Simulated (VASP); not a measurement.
# Zn (I4/mmm) in VASP: a series of runs

The runs below take Zn through single point, with PBE.

Program: VASP 6.6.1. These are calculated values, not measurements. Logs are shortened: lines on timing, memory, paths and dates and some standing lists are left out, and cuts for length are marked.

## (1) The cell of the first run

It takes space group I4/mmm (No. 139, tetragonal). The conventional cell has a = 2.779 Å, b = 2.779 Å, c = 3.831 Å, α = 90.00°, β = 90.00°, γ = 90.00°. Zn (site symmetry 4/mmm) is surrounded by 12 Zn at 2.74 to 2.78 Å.

This isn't the form of Zn at room conditions, which is hcp.

## (2) Single point, PBE (strain +0.000 along x and y, -0.025 along z, atoms carried along)

The input, INCAR:

```
  PREC = Accurate
  ENCUT = 520
  EDIFF = 1E-7
  ISMEAR = 0
  SIGMA = 0.15
  LREAL = F
  LASPH = T
  NELM = 80
  ALGO = Normal
  ISIF = 2
  LWAVE = F
  LCHARG = F
  GGA = PE
  NBANDS = 12
```

The input, KPOINTS:

```
Automatic mesh
0
Gamma
  20 20 20
```

The input, POSCAR:

```
Zn
1.0
    0.0000000000      1.9647760000      1.9156566000
    1.9647760000      0.0000000000      1.9156566000
    1.9647760000      1.9647760000      0.0000000000
Zn
1
Direct
    0.0000000000      0.0000000000      0.0000000000
```

Potentials or basis: VASP PAW PBE potentials, release 64 (Zn).

Command:

```sh
cat potpaw_PBE.64/Zn/POTCAR > POTCAR
mpirun -np 1 vasp_std > vasp.out
```

OUTCAR:

```text
PREC = Accurate
   ENCUT = 520
   EDIFF = 1E-7
   ISMEAR = 0
   LREAL = F
   LASPH = T
   NELM = 80
   ISIF = 2
   GGA = PE

 ion  position               nearest neighbor table
   1  0.000  0.000  0.000-

  LATTYP: Found a body centered tetragonal cell.
 ALAT       =     2.7786128662
 C/A-ratio  =     1.3788582233

  Lattice vectors:

 A1 = (   0.0000000000,  -1.9647760000,  -1.9156566000)
 A2 = (   0.0000000000,   1.9647760000,  -1.9156566000)
 A3 = (   1.9647760000,   0.0000000000,   1.9156566000)

Analysis of symmetry for initial positions (statically):
=====================================================================
 Subroutine PRICEL returns:
 Original cell was already a primitive cell.

 Routine SETGRP: Setting up the symmetry group for a
 body centered tetragonal supercell.

 Subroutine GETGRP returns: Found 16 space group operations
 (whereof 16 operations were pure point group operations)
 out of a pool of 16 trial point group operations.

The static configuration has the point symmetry D_4h.

Analysis of symmetry for dynamics (positions and initial velocities):
=====================================================================
 Subroutine PRICEL returns:
 Original cell was already a primitive cell.

 Routine SETGRP: Setting up the symmetry group for a
 body centered tetragonal supercell.

 Subroutine GETGRP returns: Found 16 space group operations
 (whereof 16 operations were pure point group operations)
 out of a pool of 16 trial point group operations.

The dynamic configuration has the point symmetry D_4h.

 Subroutine INISYM returns: Found 16 space group operations
 (whereof 16 operations are pure point group operations),
 and found     1 'primitive' translations

----------------------------------------------------------------------------------------

                                     Primitive cell

  volume of cell :      14.7902

  direct lattice vectors                    reciprocal lattice vectors
     0.000000000  1.964776000  1.915656600    -0.254481936  0.254481936  0.261007114
     1.964776000  0.000000000  1.915656600     0.254481936 -0.254481936  0.261007114
     1.964776000  1.964776000  0.000000000     0.254481936  0.254481936 -0.261007114

  length of vectors
     2.744100024  2.744100024  2.778612866     0.444574881  0.444574881  0.444574881

  position of ions in fractional coordinates (direct lattice)
     0.000000000  0.000000000  0.000000000

  ion indices of the primitive-cell ions
   primitive index   ion index
                 1           1

----------------------------------------------------------------------------------------

 KPOINTS: Automatic mesh

Automatic generation of k-mesh.
 Grid dimensions read from file:
 generate k-points for:   20   20   20

 Generating k-lattice:

  Cartesian coordinates                     Fractional coordinates (reciprocal lattice)
    -0.012724097  0.012724097  0.013050356     0.050000000 -0.000000000  0.000000000
     0.012724097 -0.012724097  0.013050356    -0.000000000  0.050000000  0.000000000
     0.012724097  0.012724097 -0.013050356     0.000000000  0.000000000  0.050000000

  Length of vectors
     0.022228744  0.022228744  0.022228744

  Shift w.r.t. Gamma in fractional coordinates (k-lattice)
     0.000000000  0.000000000  0.000000000

 Subroutine IBZKPT returns following result:
 ===========================================

 Found    641 irreducible k-points:

 Following reciprocal coordinates:
            Coordinates               Weight
  0.000000  0.000000  0.000000      1.000000
  0.050000  0.000000  0.000000      8.000000
  0.100000  0.000000  0.000000      8.000000
  0.150000  0.000000  0.000000      8.000000
  0.200000  0.000000  0.000000      8.000000
  0.250000  0.000000  0.000000      8.000000
[... 16 lines left out ...]
 -0.400000  0.050000  0.000000      8.000000
 -0.350000  0.050000  0.000000      8.000000
 [... further k-points ...]
   k-points           NKPTS =    641   k-points in BZ     NKDIM =    641   number of bands    NBANDS=     12
   number of dos      NEDOS =    301   number of ions     NIONS =      1
   total plane-waves  NPLWV =   9600
   dimension x,y,z NGX =    20 NGY =   20 NGZ =   24
   dimension x,y,z NGXF=    40 NGYF=   40 NGZF=   48
   ions per type =               1
   NGX,Y,Z   is equivalent  to a cutoff of  12.12, 12.12, 14.36 a.u.
   NGXF,Y,Z  is equivalent  to a cutoff of  24.23, 24.23, 28.72 a.u.
 SYSTEM =  unknown system
   PREC   = accura    normal or accurate (medium, high low for compatibility)
   ISTART =      0    job   : 0-new  1-cont  2-samecut
   ICHARG =      2    charge: 1-file 2-atom 10-const
   ISPIN  =      1    spin polarized calculation?
   LNONCOLLINEAR =      F non collinear calculations
   LSORBIT =      F    spin-orbit coupling
   LASPH  =      T    aspherical Exc in radial PAW
   ENCUT  =  520.0 eV  38.22 Ry    6.18 a.u.   5.10  5.10  5.17*2*pi/ulx,y,z
   NELM   =     80;   NELMIN=  2; NELMDL= -5     # of ELM steps
   EDIFF  = 0.1E-06   stopping-criterion for ELM
   LREAL  =      F    real-space projection
   EDIFFG = 0.1E-05   stopping-criterion for IOM
   NSW    =      0    number of steps for IOM
   IBRION =     -1    ionic relax: 0-MD 1-quasi-New 2-CG
   NFREE  =      0    steps in history (QN), initial steepest desc. (CG)
   ISIF   =      2    stress and relaxation
   ISYM   =      2    0-nonsym 1-usesym 2-fastsym
   POTIM  = 0.5000    time-step for ionic-motion
   TEBEG  =    0.0;   TEEND  =   0.0 temperature during run
   PSTRESS=    0.0 pullay stress
   NELECT =      12.0000    total number of electrons
   NUPDOWN=      -1.0000    fix difference up-down
   EMIN   =  10.00;   EMAX   =-10.00  energy-range for DOS
   EFERMI =   0.00;   METHOD = LEGACY
   ISMEAR =     0;   SIGMA  =   0.15  broadening in eV -4-tet -1-fermi 0-gaus
   EFERMI_NEDOS =   21; number of points for ismear=-14 and -15
   IALGO  =     38    algorithm
   IMIX   =      4    mixing-type and parameters
     AMIX     =   0.40;   BMIX     =  1.00
     AMIX_MAG =   1.60;   BMIX_MAG =  1.00
  volume/ion in A,a.u.               =      14.79        99.81
  Fermi-wavevector in a.u.,A,eV,Ry     =   1.526900  2.885423 31.720954  2.331424
  Thomas-Fermi vector in A             =   2.634870
   LORBIT       =      0    0 simple, 1 ext, 2 COOP (PROOUT), +10 PAW based schemes
   GGA     = PE    functional components
   LHFCALC =     F    Hartree Fock is set to
   AEXX    =    0.0000 exact exchange contribution
   IVDW    =     0    specifies the selected vdW correction
   LEPSILON=     F    determine dielectric tensor
   LRPA    =     F    only Hartree local field effects (RPA)
 non-spin polarized calculation
 Gauss-broadening in eV      SIGMA  =   0.15
  energy-cutoff  :      520.00
  volume of cell :       14.79
 maximum number of plane-waves:       414
   NGX = 11   NGY = 11   NGZ = 11

 number of electron      11.9999999 magnetization

 Free energy of the ion-electron system (eV)
  ---------------------------------------------------
  ext. energy  EPLUGINS =         0.00000000
  ---------------------------------------------------
  free energy    TOTEN  =        -1.08380036 eV

  energy without entropy =       -1.08072298  energy(sigma->0) =       -1.08226167

 E-fermi :   3.2868     XC(G=0): -11.7099

 val. band max:        3.2818240581   @ k =  -0.4000   0.0000   0.2000
 cond. band min:       3.2899093309   @ k =  -0.4000  -0.0000   0.2500
 fundamental gap:      0.0080852728
 Fermi energy:         3.2868222024

 k-point     1 :       0.0000    0.0000    0.0000
  band No.  band energies     occupation
      1      -7.2921      2.00000
      2      -4.4421      2.00000
      3      -4.4421      2.00000
      4      -4.3756      2.00000
      5      -4.0533      2.00000
      6      -3.9929      2.00000
      7      21.8477      0.00000
      8      21.9260      0.00000
      9      21.9260      0.00000
     10      22.3608      0.00000
     11      24.6333      0.00000
     12      24.6353      0.00000

 k-point     2 :       0.0500    0.0000    0.0000
  band No.  band energies     occupation
      1      -7.2151      2.00000
      2      -4.4437      2.00000
      3      -4.4328      2.00000
      4      -4.3718      2.00000
      5      -4.0554      2.00000
      6      -3.9962      2.00000
      7      20.3551      0.00000
      8      21.6234      0.00000
      9      21.6299      0.00000
     10      22.2195      0.00000
     11      25.0334      0.00000
     12      25.0582      0.00000

 k-point     3 :       0.1000    0.0000    0.0000
  band No.  band energies     occupation
      1      -6.9868      2.00000
      2      -4.4524      2.00000
      3      -4.4084      2.00000
      4      -4.3555      2.00000
      5      -4.0588      2.00000
      6      -4.0040      2.00000
      7      17.8883      0.00000
      8      21.0347      0.00000
      9      21.1071      0.00000
     10      22.1363      0.00000
     11      25.9364      0.00000
     12      26.0361      0.00000
[... 286 lines left out ...]
 k-point    23 :      -0.4000    0.0500    0.0000
  band No.  band energies     occupation
      1      -5.1642      2.00000
      2      -4.4285      2.00000
      3      -4.3879      2.00000
      4      -3.7996      2.00000
      5      -3.7760      2.00000
      6      -1.3555      2.00000
      7       4.1390      0.00000
      8      17.9069      0.00000
      9      18.7351      0.00000
     10      20.4075      0.00000
     11      22.4940      0.00000
     12      23.9727      0.00000

 k-point    24 :      -0.3500    0.0500    0.0000
  band No.  band energies     occupation
      1      -5.1695      2.00000
      2      -4.4075      2.00000
      3      -4.3653      2.00000
      4      -3.8535      2.00000
      5      -3.8432      2.00000
      6      -2.4960      2.00000
      7       5.9724      0.00000
      8      17.7746      0.00000
      9      19.2649      0.00000
     10      20.8256      0.00000
     11      22.6490      0.00000
     12      24.1114      0.00000

 [... further k-points ...]

------------------------ aborting loop because EDIFF is reached ----------------------------------------

  FORCE on cell =-STRESS in cart. coord.  units (eV):
  Direction    XX          YY          ZZ          XY          YZ          ZX
  --------------------------------------------------------------------------------------
  -------------------------------------------------------------------------------------
  Total        0.1421146      0.1421146      0.3424052      0.0000000      0.0000000     -0.0000000
  in kB       15.3948560     15.3948560     37.0917348      0.0000000      0.0000000     -0.0000000
  external PRESSURE =      22.6271490 kB  Pullay stress =       0.0000000 kB

 VOLUME and BASIS-vectors are now :
 -----------------------------------------------------------------------------
  energy-cutoff  :      520.00
  volume of cell :       14.79
      direct lattice vectors                 reciprocal lattice vectors
     0.000000000  1.964776000  1.915656600    -0.254481936  0.254481936  0.261007114
     1.964776000  0.000000000  1.915656600     0.254481936 -0.254481936  0.261007114
     1.964776000  1.964776000  0.000000000     0.254481936  0.254481936 -0.261007114

 POSITION                                       TOTAL-FORCE (eV/Angst)
 -----------------------------------------------------------------------------------
      0.00000      0.00000      0.00000        -0.000000      0.000000      0.000000
 -----------------------------------------------------------------------------------
    total drift:                                0.000000     -0.000000     -0.000000

  FREE ENERGIE OF THE ION-ELECTRON SYSTEM (eV)
  ---------------------------------------------------
  free  energy   TOTEN  =        -1.0838003642 eV

  energy  without entropy=       -1.0807229820  energy(sigma->0) =       -1.08226167
```

It took 53 s on 1 thread of AMD EPYC 9R14 (Zen 4), shared host; peak memory 0.18 GiB.

What came out:

* Free energy: -1.0838 eV
* Pressure: 2.3 GPa
* Band gap on the k mesh: none (metal or under the smearing width)

Stress tensor (GPa, compression positive):
```
1.54 0.00 0.00
0.00 1.54 0.00
0.00 0.00 3.71
```

## (3) Single point, PBE (strain -0.050 along x and y, -0.050 along z, atoms carried along)

The input, INCAR:

```
SYSTEM = Zn
ALGO = Normal ; EDIFF = 1E-7
ENCUT = 520 ; GGA = PE
ISIF = 2 ; ISMEAR = 0
LASPH = .True. ; LCHARG = .True.
LELF = .True. ; LREAL = .False.
LVHAR = .True. ; LWAVE = .False.
NBANDS = 12 ; NELM = 60
PREC = Accurate ; SIGMA = 0.15
```

The input, KPOINTS:

```
k-points
0
Gamma
  20 20 20
  0 0 0
```

The input, POSCAR:

```
Zn
1.0
    0.0000000000      1.8665372000      1.8665372000
    1.8665372000      0.0000000000      1.8665372000
    1.8665372000      1.8665372000      0.0000000000
Zn
1
Direct
    0.0000000000      0.0000000000      0.0000000000
```

Potentials or basis: VASP PAW PBE potentials, release 64 (Zn).

Command:

```sh
cat potpaw_PBE.64/Zn/POTCAR > POTCAR
mpirun -np 1 vasp_std > vasp.out
```

It took 20 s on 1 thread of AMD EPYC 9R14 (Zen 4), shared host; peak memory 0.12 GiB.

The run converged. Its results:

```
Free energy            : -0.9902 eV
Pressure               : 16.6 GPa
Band gap on the k mesh : none (metal or under the smearing width)
```

Levels at points of the mesh, in eV from the Fermi level:
```
           k point  band 2  band 3  band 4  band 5  band 6  band 7  band 8  band 9  band 10  band 11
(0.00, 0.00, 0.00)   -8.17   -8.17   -8.17   -7.66   -7.66   19.99   20.42   20.42    20.42    23.01
(0.50, 0.00, 0.00)   -8.18   -8.18   -7.29   -7.29   -3.68   -1.18   17.08   17.08    18.41    20.60
(0.50, 0.50, 0.00)   -8.99   -7.31   -7.19   -7.19   -1.50    2.25    9.16    9.16    13.06    14.96
```

Caveat: so large a pressure means that the cell lies far from this level's equilibrium, or that cutoff or potentials fall short.

## (4) Single point, PBE (strain -0.050 along x and y, +0.000 along z, atoms carried along)

The input, INCAR:

```
PREC = Accurate
ENCUT = 520
EDIFF = 1E-6
ISMEAR = 0
SIGMA = 0.15
LREAL = F
LASPH = T
NELM = 60
ALGO = Normal
ISIF = 2
LWAVE = F
LCHARG = F
GGA = PE
NBANDS = 12
```

The input, KPOINTS:

```
regular mesh
0
Gamma
  20 20 20
```

The input, POSCAR:

```
Zn
1.0
    0.0000000000      1.8665372000      1.9647760000
    1.8665372000      0.0000000000      1.9647760000
    1.8665372000      1.8665372000      0.0000000000
Zn
1
Direct
    0.0000000000      0.0000000000      0.0000000000
```

Command:

```sh
cat potpaw_PBE.64/Zn/POTCAR > POTCAR
mpirun -np 1 vasp_std > vasp.out
```

Wall time 41 s (1 thread of AMD EPYC 9R14 (Zen 4), shared host); peak memory 0.17 GiB.

Results (log left out):

* Free energy: -1.0387 eV
* Pressure: 10.0 GPa
* Band gap on the k mesh: none (metal or under the smearing width)

Stress tensor (GPa, compression positive):
```
11.64  0.00  0.00
 0.00 11.64  0.00
 0.00  0.00  6.60
```

Levels at points of the mesh, in eV from the Fermi level:
```tsv
k point	band 3	band 4	band 5	band 6	band 7	band 8	band 9	band 10
(0.00, 0.00, 0.00)	-7.89	-7.89	-7.56	-7.42	19.69	19.69	19.69	19.85
(0.50, 0.00, 0.00)	-7.88	-7.18	-7.12	-3.38	-1.22	15.38	17.27	18.49
(0.50, 0.50, 0.00)	-7.16	-7.07	-7.07	-1.88	1.23	9.69	9.69	13.38
(0.50, 0.00, 0.50)	-7.17	-7.11	-7.01	-0.98	2.55	8.45	8.73	12.46
```

(Continued in part 2 of 2.)
